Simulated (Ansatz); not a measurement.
Al₂Au: do energies and stresses tell the same story?

Method: DFT PBE, scalar-relativistic, plane waves, PAW (Ansatz 0.2.0).

Settings: cutoff 420 eV, Γ-centred mesh 12×12×12 on the computed 3-atom cell, Gaussian smearing of 0.10 eV; no spin polarisation.

Relaxed cell: Fm-3m, a = 6.061 Å, b = 6.061 Å, c = 6.061 Å, α = 90.00°, β = 90.00°, γ = 90.00°, 3 atoms in the primitive cell. Whether it is the stable form of this composition wasn't checked.

Energies at zero smearing and pressures from the stress tensor, at volumes with shape and atoms relaxed:
```csv
V (Å³/atom),E − E(first) (meV/atom),P (GPa)
16.326,0.00,18.16
16.883,-52.79,12.39
17.439,-87.15,7.53
17.996,-106.01,3.44
18.553,-111.84,0.01
19.109,-106.74,-2.87
19.666,-92.46,-5.28
20.408,-61.70,-7.88
```

Q: Check P = −dE/dV between neighbouring volumes, and get the bulk modulus from the pressures alone.

A: With 1 eV/Å³ = 160.2 GPa:
```csv
middle V (Å³/atom),−ΔE/ΔV (GPa),mean P (GPa)
16.605,15.195,15.273
17.161,9.893,9.960
17.718,5.429,5.487
18.274,1.679,1.726
18.831,-1.468,-1.432
19.387,-4.111,-4.077
20.037,-6.641,-6.583
```

The two differ by 0.08 GPa at most. The mean of two end pressures misses the average over a step by about ΔV² P″/12, up to 0.08 GPa here; with that taken off 0.01 GPa remains. Around V = 18.553 Å³/atom, the two neighbours give B = −V ΔP/ΔV = 18.553 × 6.32 / 1.113 = 105.3 GPa, against B0 = 104.5 GPa from the Birch–Murnaghan fit of the energies.

Spin–orbit coupling is left out, which can shift energies with elements as heavy as these.

Cost: 9 runs of about 1.4 core-minutes in all, on Intel Xeon Platinum 8375C (Ice Lake) (shared hosts).